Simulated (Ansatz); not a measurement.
# CoO (R-3m): equation of state

The task here is to estimate one member of a computed series from the others.

Program: Ansatz 0.2.0. Level of theory: DFT PBE, scalar-relativistic, plane waves, PAW. These are calculated values, not measurements.

## The structure to begin with

It takes space group R-3m (No. 166, trigonal). The conventional cell has a = 2.824 Å, b = 2.824 Å, c = 8.017 Å, α = 90.00°, β = 90.00°, γ = 120.00°. Co (site symmetry -3m) is surrounded by 6 O at 2.11 Å. O (site symmetry -3m) is surrounded by 6 Co at 2.11 Å.

As a file:

```cif
data_structure
_symmetry_space_group_name_H-M 'P 1'
_symmetry_Int_Tables_number 1
_cell_length_a 5.5877
_cell_length_b 5.5877
_cell_length_c 5.5877
_cell_angle_alpha 29.274
_cell_angle_beta 29.274
_cell_angle_gamma 29.274
_cell_volume 36.91
loop_
_atom_site_label
_atom_site_type_symbol
_atom_site_fract_x
_atom_site_fract_y
_atom_site_fract_z
_atom_site_occupancy
Co1 Co 0.00000 0.00000 0.00000 1
O1 O 0.25000 0.25000 0.25000 1
Co2 Co 0.50000 0.50000 0.50000 1
O2 O 0.75000 0.75000 0.75000 1
```

This cell comes from an earlier session at PBE: 9.228 Å³/atom at 0.00 GPa, on a 14×14×14 mesh. The large moments point both ways and cancel.

Volume factors to run: 0.980, 1.020, 0.960, 1.040.

Set-up of the first run:

input.yaml

```yaml
crystal:
  lattice:
    - [-2.4038380449, -2.4038380449, 4.3872799585]
    - [-4.3872799585, -2.4038380449, 2.4038380449]
    - [-2.4038380449, -4.3872799585, 2.4038380449]
  atoms:
    - { symbol: Co, position: [0.0, 0.0, 0.0], spin: 2.58 }
    - { symbol: O, position: [1.2500005107, -0.7499994893, -0.7499994893] }
    - { symbol: Co, position: [0.5, 0.5, 0.5], spin: -2.58 }
    - { symbol: O, position: [1.7499994893, -0.2500005107, -0.2500005107] }
basis:
  ecutwfc: 420
  ecutrho_ratio: 4
kpoints:
  mp_grid: { grid: [14, 14, 14] }
hamiltonian:
  xc: pbe
scf:
  occupations: { method: gaussian, width: 0.05 }
output:
  forces: true
  stress: true
  eigenvalues: true
  populations: true
magnetization:
  spin_polarized: true
relax:
  f_tol: 0.01
  max_steps: 40
  cell: { stress_tol: 0.1, fix: [volume] }
```

Command:

```bash
$ ansatz run input.yaml --threads 2 --pin off --max-ram 5120MiB --backend cpu --events-out ev --progress --plain --runs-dir out
```

Steps of the session up to this table: Scaling the volume by 0.980; At 1.020 of the relaxed volume; At 0.960 of the relaxed volume; Volume × 1.040.

One of the session's tables, all rows but one given; the rest of the session is left out.

It belongs to the step «Energy and pressure against volume». 

```
volume (Å³/atom)  energy (meV/atom)  pressure (GPa)  moment of atom 1 (μB)
           8.859               8.82            8.02                   2.31
           9.043                  ?               ?                      ?
           9.228               0.00            0.00                   2.34
           9.412               2.03           -3.45                   2.36
           9.597               7.83           -6.55                   2.37
```

Q: Estimate the row for volume (Å³/atom) = 9.043 from the others.

Worked estimate for «energy (meV/atom)». A straight line through the neighbours (8.859, 8.82) and (9.228, 0.00) gives 8.82 + (0.00 − 8.82) × (9.043 − 8.859) / (9.228 − 8.859) = 4.42; a parabola fitted to 3 rows on both sides gives 2.27.

**Answer.** energy (meV/atom): 2.10; pressure (GPa): 3.81; moment of atom 1 (μB): 2.33. In «energy (meV/atom)» the line misses by +2.32 and the parabola by +0.17.

Caveats from the session: Warnings in the runs' records: anti translation declined, stability check not made.
